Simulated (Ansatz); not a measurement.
**What a trial cell of Au relaxes into**

These are results of Ansatz, DFT PBE, scalar-relativistic, plane waves, PAW, not measurements. Cutoff 420 eV, Γ-centred k mesh, Gaussian smearing, no spin polarisation in the final step.

The start puts Au on the alpha-boron structure type (R-3m, No. 166), at a guessed volume.

```xyz
12
Lattice="3.3978 1.9617 5.7946 -3.3978 1.9617 5.7946 0.0000 -3.9234 5.7946" Properties=species:S:1:pos:R:3 pbc="T T T"
Au   -2.1862    1.2622    3.9055
Au    0.0000   -2.5244    3.9055
Au    2.1862    1.2622    3.9055
Au    2.1862   -1.2622   13.4783
Au   -2.1862   -1.2622   13.4783
Au    0.0000    2.5244   13.4783
Au   -1.3911    0.8032    6.2174
Au    0.0000   -1.6063    6.2174
Au    1.3911    0.8032    6.2174
Au    1.3911   -0.8032   11.1665
Au   -1.3911   -0.8032   11.1665
Au    0.0000    1.6063   11.1665
```

Cell and atoms relax at zero pressure; the relaxation can't lower the symmetry of the start. After a coarse first stage the cell is made exact in the group found at 0.06 Å.

Energies count from the standard state of Au at the same level.

Task: Which crystal results?

Result: It keeps R-3m (No. 166). The result has the alpha-boron structure. Conventional cell: a = 7.346 Å, c = 19.788 Å. Au on Wyckoff site h (6 atoms of the primitive cell) is coordinated by 6 Au at 2.64–2.82 Å; around Au on Wyckoff site h (6 atoms of the primitive cell) lie 7 Au at 2.72–2.88 Å.

```xyz
12
Lattice="3.6731 2.1207 6.5959 -3.6731 2.1207 6.5959 0.0000 -4.2413 6.5959" Properties=species:S:1:pos:R:3 pbc="T T T"
Au   -2.2606    1.3052    4.5224
Au    0.0000   -2.6103    4.5224
Au    2.2606    1.3052    4.5224
Au    2.2606   -1.3052   15.2653
Au   -2.2606   -1.3052   15.2653
Au    0.0000    2.6103   15.2653
Au   -1.3613    0.7860    7.1356
Au    0.0000   -1.5719    7.1356
Au    1.3613    0.7860    7.1356
Au    1.3613   -0.7860   12.6520
Au   -1.3613   -0.7860   12.6520
Au    0.0000    1.5719   12.6520
```

Task: What are its volume, energy, density and gap?

Result: The volume per atom is 25.69 Å³, the density is 12.73 g/cm³ and the energy over the standard structure is 0.42 eV/atom. The gap on the 6×6×6 mesh is 0 eV (a metal).

The final run used a 6×6×6 mesh on its 12-atom cell and 0.10 eV smearing. For metals, differences of a few meV/atom aren't resolved. Spin–orbit coupling is left out. A structure relaxed within its symmetry needn't be a true minimum.